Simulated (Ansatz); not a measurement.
**Ba2SrTi3O9: a ladder of calculations**

Cell of run 1: a Materials Project structure (computed, not necessarily an observed phase), atoms as given.

Space group Cmm2 (No. 35); a = 5.6444, b = 16.9095, c = 4.0980 Å.

```
site  Wyckoff  site symmetry       x       y       z
  Ba       4e            m..  0.5000  0.8330  0.9950
  Sr       2a            mm2  0.0000  0.0000  0.0048
 Ti4       4e            m..  0.5000  0.3353  0.5137
 Ti6       2b            mm2  0.5000  0.0000  0.5143
  O7       4e            m..  0.5000  0.3374  0.9645
  O9       2b            mm2  0.5000  0.0000  0.9644
 O10       8f              1  0.2470  0.9183  0.4730
 O11       4c            ..2  0.7500  0.7500  0.4781
```

One atom of each set is listed; the run and its k-mesh use a cell of 15 atoms with edges of 8.91, 8.91, 4.10 Å.

All runs are DFT with Ansatz 0.2.0 (plane waves and PAW, scalar-relativistic unless spin–orbit coupling is named, Γ-centred meshes, Fermi–Dirac smearing where given) in this cell.

Run 1: PBE, gradients read without the response of the cores, atoms as given; 420 eV, 4×4×5 k-points, smearing 0.02 eV.
Run 2: r2SCAN, gradients read without the response of the cores, atoms as given; 500 eV, 4×4×5 k-points, smearing 0.02 eV.
Run 3: PBE with spin–orbit coupling, gradients read without the response of the cores, atoms as given; 420 eV, 4×4×5 k-points, smearing 0.02 eV.

| run | Ba V_zz (η) | O7 V_zz (η) | O9 V_zz (η) | O11 V_zz (η) |
| --- | --- | --- | --- | --- |
| 1 | 1.13 (0.11) | 1.65 (0.23) | 1.41 (0.45) | 2.92 (0.33) |
| 2 | 1.16 (0.04) | 2.05 (0.22) | 1.78 (0.44) | 3.28 (0.32) |
| 3 | ? | ? | ? | ? |

V_zz in 10²¹ V/m²; 4 of the 8 sets of like atoms are followed.

(1) Estimate the row of run 3.

Answers

(1) Ba: 1.14 (0.11); O7: 1.65 (0.22); O9: 1.41 (0.45); O11: 2.92 (0.33). It lies nearest to run 1, from whose tensors on these sites it differs by 0.00 at most (largest principal value of the difference). Taken one at a time, the functional (r2SCAN with its higher cutoff) moves the tensors on these sites by up to 0.40 (largest principal value of the change, on O7), spin–orbit coupling by 0.00.

In run 2 the atoms aren't at the calculated equilibrium (largest force 0.31 eV/Å). The cell isn't the equilibrium one in run 2 (calculated pressure -5 GPa), and the entry's cell may itself be off.
